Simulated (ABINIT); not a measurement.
# ZrN (Fm-3m) in ABINIT: further runs

One crystal, ZrN, is run at these levels: AM05, LDA; tasks: band structure.

Program: ABINIT 10.8.3 (patched build). These are calculated values, not measurements. Logs are shortened: lines on timing, memory, paths and dates and some standing lists are left out, and cuts for length are marked. The log counts tension as positive stress, the text compression.

## (1) The crystal as given

Symmetry: Fm-3m, No. 225, cubic system. Conventional cell: a = 4.600 Å, b = 4.600 Å, c = 4.600 Å, α = 90.00°, β = 90.00°, γ = 90.00°. Zr (site symmetry m-3m) is surrounded by 6 N at 2.30 Å. N (site symmetry m-3m) has 6 Zr at 2.30 Å as nearest neighbours.

## (2) Band structure, AM05, spin-orbit coupling, no magnetisation

run.abi

```
ndtset 2

pp_dirpath "./"
pseudos "Zr.GGA_PBE-JTH.xml, N.GGA_PBE-JTH.xml"

acell 3*1.0
rprim
     0.0000000000     4.3463700866     4.3463700866
     4.3463700866     0.0000000000     4.3463700866
     4.3463700866     4.3463700866     0.0000000000
ntypat 2
znucl 40 7
natom 2
typat 1 2
xred
     0.5000000000     0.5000000000     0.5000000000
     0.0000000000     0.0000000000     0.0000000000

ecut 25.0
pawecutdg 47.0

ixc -120135

occopt 3
tsmear 0.00183747

nspinor 2
nspden 1
pawspnorb 1

nstep 100

iomode 3
prtwf 0
prteig 0
prtebands 0
enunit 1
prtden1 1

kptopt1 4
ngkpt1 10 10 10
nshiftk1 1
shiftk1 0.0 0.0 0.0
nband1 26
tolvrs1 1.0e-9

iscf2 -2
getden2 1
nband2 34
nbdbuf2 2
tolwfr2 1.0e-12
kptopt2 -9
ndivsm2 6
prteig2 1
kptbounds2
     0.0000000000     0.0000000000     0.0000000000
     0.5000000000     0.0000000000     0.5000000000
     0.5000000000     0.2500000000     0.7500000000
     0.3750000000     0.3750000000     0.7500000000
     0.0000000000     0.0000000000     0.0000000000
     0.5000000000     0.5000000000     0.5000000000
     0.6250000000     0.2500000000     0.6250000000
     0.5000000000     0.2500000000     0.7500000000
     0.5000000000     0.5000000000     0.5000000000
     0.3750000000     0.3750000000     0.7500000000
```

Potentials or basis: JTH PAW PBE v2.0.

Launch:

```bash
abinit run.abi > log 2>&1
```

run.abo:

```text
.Version 10.8.3 of ABINIT
 DATASET    1 : space group F4 3 2 (#209); Bravais cF (face-center cubic)
================================================================================
 Values of the parameters that define the memory need for DATASET  1.
     intxc =       0    ionmov =       0      iscf =      17    lmnmax =      18
     lnmax =       6     mgfft =      30  mpssoang =       3    mqgrid =    3001
     natom =       2  nloc_mem =       2    nspden =       1   nspinor =       2
    nsppol =       1      nsym =      24    n1xccc =       1    ntypat =       2
    occopt =       3   xclevel =       2
       mpw =         991          nfft =       27000          nkpt =          55
 PAW method is used; the additional fine FFT grid is defined by:
   mgfftf=        40    nfftf =     64000
================================================================================
================================================================================

 DATASET    2 : space group F4 3 2 (#209); Bravais cF (face-center cubic)
================================================================================
 Values of the parameters that define the memory need for DATASET  2.
     intxc =       0    ionmov =       0      iscf =      -2    lmnmax =      18
     lnmax =       6     mgfft =      30  mpssoang =       3    mqgrid =    3001
     natom =       2  nloc_mem =       2    nspden =       1   nspinor =       2
    nsppol =       1      nsym =      24    n1xccc =       1    ntypat =       2
    occopt =       3   xclevel =       2
       mpw =         994          nfft =       27000          nkpt =         103
 PAW method is used; the additional fine FFT grid is defined by:
   mgfftf=        40    nfftf =     64000
================================================================================
================================================================================

--------------------------------------------------------------------------------
------------- Echo of variables that govern the present computation ------------
--------------------------------------------------------------------------------
 -outvars: echo values of preprocessed input variables --------
            acell      1.0000000000E+00  1.0000000000E+00  1.0000000000E+00 Bohr
              amu      9.12240000E+01  1.40067400E+01
             ecut      2.50000000E+01 Hartree
           enunit           1
           getden1          0
           getden2          1
             iscf1         17
             iscf2         -2
                       outvar_i_n : Printing only first  50 k-points.
              ixc     -120135
           jdtset        1    2
[... 1545 lines left out ...]
cartesian_forces: null
force_length_stats: {min: null, max: null, mean: null, }
...

 Integrated electronic density in atomic spheres:
 ------------------------------------------------
 Atom  Sphere_radius  Integrated_density
    1        2.22030          9.06610422
    2        1.20497          2.54864979

================================================================================

 ----iterations are completed or convergence reached----

 Mean square residual over all n,k,spin=   46.516E-14; max=  99.780E-14
 reduced coordinates (array xred) for    2 atoms
       0.500000000000      0.500000000000      0.500000000000
       0.000000000000      0.000000000000      0.000000000000

 cartesian coordinates (angstrom) at end:
    1      2.29999999841887     2.29999999841887     2.29999999841887
    2      0.00000000000000     0.00000000000000     0.00000000000000
 length scales=  1.000000000000  1.000000000000  1.000000000000 bohr
              =  0.529177210544  0.529177210544  0.529177210544 angstroms
 Eigenvalues (   eV  ) for nkpt= 103  k points:
 kpt#   1, nband= 34, wtk=  1.00000, kpt=  0.0000  0.0000  0.0000 (reduced coord)
 -35.33602  -35.33602  -14.20238  -14.20238  -12.44514  -12.44514  -12.44514  -12.44514
  -2.02504   -2.02504   11.45131   11.45131   11.51621   11.51621   11.51621   11.51621
  13.68468   13.68468   13.68468   13.68468   13.75844   13.75844   15.66604   15.66604
  15.66604   15.66604   16.87669   16.87669   23.15019   23.15019   36.36368   36.36368
  36.37360   36.45333
 kpt#   2, nband= 34, wtk=  1.00000, kpt=  0.0294  0.0000  0.0294 (reduced coord)
 -35.33449  -35.33449  -14.20717  -14.20717  -12.45391  -12.45391  -12.44839  -12.44839
  -2.00131   -2.00131   11.31347   11.31347   11.43870   11.43870   11.47659   11.47659
  13.65952   13.65952   13.76504   13.76504   13.82138   13.82138   15.67849   15.67849
  15.82182   15.82182   16.95456   16.95456   23.23034   23.23034   36.01386   36.01386
  36.10535   36.10535
 kpt#   3, nband= 34, wtk=  1.00000, kpt=  0.0588  0.0000  0.0588 (reduced coord)
 -35.32993  -35.32993  -14.22126  -14.22126  -12.47949  -12.47949  -12.45795  -12.45795
  -1.93212   -1.93212   10.88161   10.88161   11.32894   11.32894   11.37495   11.37495
  13.54354   13.54354   13.98758   13.98758   14.03768   14.03768   15.71571   15.71571
  16.14857   16.14857   17.24185   17.24185   23.46555   23.46555   35.27002   35.27002
[... 587 lines left out ...]
  20.45817   20.45817   24.05470   24.05470   25.08283   25.08283   26.52399   26.52399
  29.20483   29.20483
 kpt# 102, nband= 34, wtk=  1.00000, kpt=  0.3875  0.3875  0.7250 (reduced coord)
 -35.16001  -35.16001  -14.70320  -14.70320  -13.18355  -13.18355  -12.83661  -12.83661
  -0.80986   -0.80986    8.39316    8.39316    9.32673    9.32673    9.53423    9.53423
  13.75993   13.75993   17.32442   17.32442   17.62457   17.62457   19.24710   19.24710
  20.14603   20.14603   24.36948   24.36948   24.85579   24.85579   26.57601   26.57601
  29.67019   29.67019
 kpt# 103, nband= 34, wtk=  1.00000, kpt=  0.3750  0.3750  0.7500 (reduced coord)
 -35.15767  -35.15767  -14.70535  -14.70535  -13.18025  -13.18025  -12.84997  -12.84997
  -0.90911   -0.90911    8.62449    8.62449    9.37124    9.37124    9.69885    9.69885
  13.39842   13.39842   17.49652   17.49652   17.77924   17.77924   19.24420   19.24420
  19.80782   19.80782   24.40655   24.40655   24.55308   24.55308   26.92959   26.92959
  29.85157   29.85157

== END DATASET(S) ==============================================================
================================================================================

 -outvars: echo values of variables after computation  --------
            acell      1.0000000000E+00  1.0000000000E+00  1.0000000000E+00 Bohr
           etotal1    -5.7587324937E+01
            fcart1    -1.0587429331E-31  1.0587429331E-31  1.0587429331E-31
                       1.0587429331E-31 -1.0587429331E-31 -1.0587429331E-31
            rprim      0.0000000000E+00  4.3463700866E+00  4.3463700866E+00
                       4.3463700866E+00  0.0000000000E+00  4.3463700866E+00
                       4.3463700866E+00  4.3463700866E+00  0.0000000000E+00
           strten1     3.0372141037E-04  3.0372141037E-04  3.0372141037E-04
                       0.0000000000E+00  0.0000000000E+00  0.0000000000E+00
           xangst      2.2999999984E+00  2.2999999984E+00  2.2999999984E+00
                       0.0000000000E+00  0.0000000000E+00  0.0000000000E+00
             xred      5.0000000000E-01  5.0000000000E-01  5.0000000000E-01
                       0.0000000000E+00  0.0000000000E+00  0.0000000000E+00
 Calculation completed.
```

Run time: 4.1 min. Hardware: 1 thread of Arm Neoverse V2, shared host; peak memory 0.2 GiB.

What came out:

```
Free energy                                           : -1567.0309 eV
Band gap on the k mesh                                : none (metal or under the smearing width)
Valence electrons inside the program's atomic spheres : Zr 9.07; N 2.55
```

Levels at the corners of the path, in eV from the Fermi level:
```
point  band 12  band 13  band 14  band 15  band 16  band 17  band 18  band 19  band 20  band 21
    Γ    -2.69    -2.63    -2.63    -2.63    -2.63    -0.46    -0.46    -0.46    -0.46    -0.38
    X    -4.61    -3.51    -3.51    -3.22    -3.22    -3.11    -3.11     3.30     3.30     4.44
    W    -5.42    -4.84    -4.84    -4.69    -4.69     0.96     0.96     1.00     1.00     4.45
    K    -5.52    -4.77    -4.77    -4.44    -4.44    -0.74    -0.74     3.35     3.35     3.64
    Γ    -2.69    -2.63    -2.63    -2.63    -2.63    -0.46    -0.46    -0.46    -0.46    -0.38
    L    -7.67    -5.67    -5.67    -5.66    -5.66     2.95     2.95     3.03     3.03     3.09
    U    -5.52    -4.77    -4.77    -4.44    -4.44    -0.74    -0.74     3.35     3.35     3.64
    W    -5.42    -4.84    -4.84    -4.69    -4.69     0.96     0.96     1.00     1.00     4.45
    L    -7.67    -5.67    -5.67    -5.66    -5.66     2.95     2.95     3.03     3.03     3.09
    K    -5.52    -4.77    -4.77    -4.44    -4.44    -0.74    -0.74     3.35     3.35     3.64
```

Caveat: the cutoff is too short for stress, so the log's stress isn't used; the PAW data sets were made with another functional, which shifts forces and pressure a little.

## (3) Band structure, LDA

run.abi

```
# Datasets: ground state, then fixed potential
ndtset 2

# Pseudopotentials
pp_dirpath "./"
pseudos "Zr.upf, N.upf"

# Structure
acell 6.1466955236 6.1466955236 6.1466955236
rprim
     0.0000000000     0.7071067812     0.7071067812
     0.7071067812     0.0000000000     0.7071067812
     0.7071067812     0.7071067812     0.0000000000
ntypat 2
znucl 40 7
natom 2
typat 1 2
xcart
     4.3463700866     4.3463700866     4.3463700866
     0.0000000000     0.0000000000     0.0000000000

# Plane-wave basis
ecut 1142.878222 eV

# Exchange and correlation
ixc 7

# Bands and occupations
occopt 3
tsmear 0.00183747

# SCF cycle
nstep 100

# Output
iomode 3
prtwf 0
prteig 0
prtebands 0
prtden1 1

# Dataset 1
kptopt1 1
ngkpt1 10 10 10
nshiftk1 1
shiftk1 0.0 0.0 0.0
nband1 13
tolvrs1 1.0e-10

# Dataset 2: bands along G-X-W-K-G-L-U-W-L-K
iscf2 -2
getden2 1
nband2 17
nbdbuf2 2
tolwfr2 1.0e-12
kptopt2 -9
ndivsm2 8
prteig2 1
kptbounds2
     0.0000000000     0.0000000000     0.0000000000
     0.5000000000     0.0000000000     0.5000000000
     0.5000000000     0.2500000000     0.7500000000
     0.3750000000     0.3750000000     0.7500000000
     0.0000000000     0.0000000000     0.0000000000
     0.5000000000     0.5000000000     0.5000000000
     0.6250000000     0.2500000000     0.6250000000
     0.5000000000     0.2500000000     0.7500000000
     0.5000000000     0.5000000000     0.5000000000
     0.3750000000     0.3750000000     0.7500000000
```

Potentials or basis: PseudoDojo NC SR LDA v0.4 stringent.

Launch:

```bash
abinit run.abi > log 2>&1
```

run.abo:

```text
.Version 10.8.3 of ABINIT
 DATASET    1 : space group Fm -3 m (#225); Bravais cF (face-center cubic)
================================================================================
 Values of the parameters that define the memory need for DATASET  1.
     intxc =       0    ionmov =       0      iscf =       7    lmnmax =       6
     lnmax =       6     mgfft =      36  mpssoang =       3    mqgrid =    3001
     natom =       2  nloc_mem =       1    nspden =       1   nspinor =       1
    nsppol =       1      nsym =      48    n1xccc =    2501    ntypat =       2
    occopt =       3   xclevel =       1
       mpw =        2162          nfft =       46656          nkpt =          47
================================================================================
================================================================================

 DATASET    2 : space group Fm -3 m (#225); Bravais cF (face-center cubic)
================================================================================
 Values of the parameters that define the memory need for DATASET  2.
     intxc =       0    ionmov =       0      iscf =      -2    lmnmax =       6
     lnmax =       6     mgfft =      36  mpssoang =       3    mqgrid =    3001
     natom =       2  nloc_mem =       1    nspden =       1   nspinor =       1
    nsppol =       1      nsym =      48    n1xccc =    2501    ntypat =       2
    occopt =       3   xclevel =       1
       mpw =        2166          nfft =       46656          nkpt =         139
================================================================================
[... 1817 lines left out ...]
   0.49146    0.59864    0.61000    0.68082    0.72163    0.85337    0.89058    0.94722
   1.04260
 kpt# 137, nband= 17, wtk=  1.00000, kpt=  0.3929  0.3929  0.7143 (reduced coord)
  -1.32299   -0.53759   -0.53125   -0.51764   -0.05368    0.27418    0.31183    0.31627
   0.48117    0.60267    0.61345    0.67775    0.71373    0.86315    0.88585    0.94617
   1.05519
 kpt# 138, nband= 17, wtk=  1.00000, kpt=  0.3839  0.3839  0.7321 (reduced coord)
  -1.32290   -0.53658   -0.53230   -0.51816   -0.05663    0.28080    0.31351    0.32074
   0.47130    0.60704    0.61728    0.67634    0.70533    0.86790    0.87910    0.95098
   1.06420
 kpt# 139, nband= 17, wtk=  1.00000, kpt=  0.3750  0.3750  0.7500 (reduced coord)
  -1.32284   -0.53679   -0.53191   -0.51861   -0.05917    0.28678    0.31447    0.32512
   0.46194    0.61153    0.62136    0.67660    0.69644    0.86908    0.86973    0.96126
   1.06708

== END DATASET(S) ==============================================================
================================================================================

 -outvars: echo values of variables after computation  --------
            acell      6.1466955236E+00  6.1466955236E+00  6.1466955236E+00 Bohr
           etotal1    -6.1193850702E+01
            fcart1    -0.0000000000E+00 -0.0000000000E+00 -0.0000000000E+00
                      -0.0000000000E+00 -0.0000000000E+00 -0.0000000000E+00
            rprim      0.0000000000E+00  7.0710678120E-01  7.0710678120E-01
                       7.0710678120E-01  0.0000000000E+00  7.0710678120E-01
                       7.0710678120E-01  7.0710678120E-01  0.0000000000E+00
           strten1     4.1991277007E-04  4.1991277007E-04  4.1991277007E-04
                       0.0000000000E+00  0.0000000000E+00  0.0000000000E+00
           xangst      2.2999999984E+00  2.2999999984E+00  2.2999999984E+00
                      -5.7809490490E-11 -5.7809490490E-11 -5.7809490490E-11
             xred      4.9999999999E-01  4.9999999999E-01  4.9999999999E-01
                      -1.2567280550E-11 -1.2567280550E-11 -1.2567280550E-11
 Calculation completed.
```

It took 93 s on 1 thread of Arm Neoverse V2, shared host; peak memory 0.14 GiB.

Results:

```yaml
Free_energy: -1665.1695 eV
Pressure: -12.4 GPa
Band_gap_on_the_k_mesh: none (metal or under the smearing width)
Valence_electrons_inside_the_program's_atomic_spheres: Zr 8.41; N 5.17
```

Levels at the corners of the path, in eV from the Fermi level:
```tsv
point	band 6	band 7	band 8	band 9	band 10	band 11
Γ	-2.65	-2.65	-2.65	-0.45	-0.45	-0.45
X	-4.57	-3.49	-3.17	-3.17	3.30	4.46
W	-5.43	-4.75	-4.75	0.98	0.98	4.47
K	-5.50	-4.75	-4.46	-0.73	3.34	3.60
Γ	-2.65	-2.65	-2.65	-0.45	-0.45	-0.45
L	-7.66	-5.68	-5.68	2.94	3.01	3.01
U	-5.50	-4.75	-4.46	-0.73	3.34	3.60
W	-5.43	-4.75	-4.75	0.98	0.98	4.47
L	-7.66	-5.68	-5.68	2.94	3.01	3.01
K	-5.50	-4.75	-4.46	-0.73	3.34	3.60
```
